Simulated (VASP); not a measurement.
Input of a VASP 6.6.1 run:

The input INCAR:

```
  PREC = Accurate
  ENCUT = 520
  EDIFF = 1E-7
  ISMEAR = -1
  SIGMA = 0.02
  LREAL = F
  LASPH = T
  NELM = 100
  ALGO = Normal
  ISIF = 2
  LWAVE = F
  LCHARG = T
  GGA = PE
  LELF = T
  LVHAR = T
  NBANDS = 16
```

The input KPOINTS:

```
Automatic mesh
0
Gamma
  10 10 10
```

The input POSCAR:

```
SiC3
1.0
    1.4668142123      0.8468655803      4.6700734293
   -1.4668142123      0.8468655803      4.6700734293
    0.0000000000     -1.6937311606      4.6700734293
C Si
3 1
Direct
    1.0076774854      0.0076774854      0.0076774854
    0.4900109893      0.4900109893      0.4900109893
    0.3796486451      0.3796486451      0.3796486451
    0.8726628800      0.8726628800      0.8726628800
```

Potentials or basis: VASP PAW PBE potentials, release 64 (C, Si).

Launch:

```sh
$ cat potpaw_PBE.64/C/POTCAR potpaw_PBE.64/Si/POTCAR > POTCAR
$ mpirun -np 1 vasp_std > vasp.out
```

Task: What does it give for the largest force?

Result: 0.238 eV/Å.

Task: What does it give for the band gap on the k mesh?

Result: 1.82 eV, indirect (least direct gap 2.86 eV).

Stress tensor (GPa, compression positive):
```
-18.17   0.00   0.00
  0.00 -18.17   0.00
  0.00   0.00  -1.09
```

A k mesh can miss the band edges.
